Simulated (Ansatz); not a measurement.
TiAl:

```xyz
2
Lattice="3.1791 0.0000 0.0000 0.0000 3.1791 0.0000 0.0000 0.0000 3.1791" Properties=species:S:1:pos:R:3 pbc="T T T"
Ti    0.0000    0.0000    0.0000
Al    1.5895    1.5895    1.5895
```

The cell comes from a database or a generator and needn't be the stable form of this composition.

Base run:

| Property | Result |
| --- | --- |
| Program | Ansatz 0.2.0 |
| Functional | LDA |
| Potentials or basis | Ansatz PAW |
| Cutoff | 420 eV (not typed: the program's choice for these potentials) |
| k mesh | 8 × 8 × 8 |
| Occupations | fermi-dirac, width 0.05 eV |
| Spin | no spin polarisation |

Its results: band gap on the k mesh none (metal or under the smearing width); pressure -5.8 GPa.

Q: After a change of settings the same cell gave: band gap on the k mesh none (metal or under the smearing width); pressure -2.4 GPa. Which change was it?
A. functional from LDA to PBEsol
B. functional from LDA to PBE; occupations from fermi-dirac, width 0.05 eV to gaussian, width 0.011 eV
C. functional from LDA to PBE

A: A.

PBEsol binds less tightly than LDA, so the same cell stands under more pressure.

Caveats: the PAW data sets come from PBE, with cores solved anew for the run's functional, which leaves a small shift of forces and pressure.
